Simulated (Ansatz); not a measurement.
A crystal relaxed with r2SCAN in the PAW code Ansatz has space group P6_3mc (No. 186) and a = 4.341 Å, c = 7.077 Å.

| atom | site | x | y | z |
| --- | --- | --- | --- | --- |
| Cd | 2b | 0.3333 | 0.6667 | 0.0045 |
| Xx | 2b | 0.3333 | 0.6667 | 0.3805 |

With r2SCAN the gap is 1.11 eV and direct, at Γ. With HSE06 the gap is 1.54 eV and direct, at Γ. The PBE gap is direct at Γ: 0.61 eV. Meshes: r2SCAN 12×12×4, HSE06 6×6×4, PBE 12×12×4.

Task: Which element is Xx?
A. Se
B. Te
C. O
D. S

Result: A. Xx is Se: a 4-atom cell of CdSe started from a crystallographic database. Around Cd lie 4 Se at 2.66 Å; around Se lie 4 Cd at 2.66 Å.

Calculated for a static, non-magnetic cell.

The runs are scalar-relativistic, without spin-orbit coupling.

The meshes of the hybrids are coarse, so their gaps aren't converged to the digits shown.
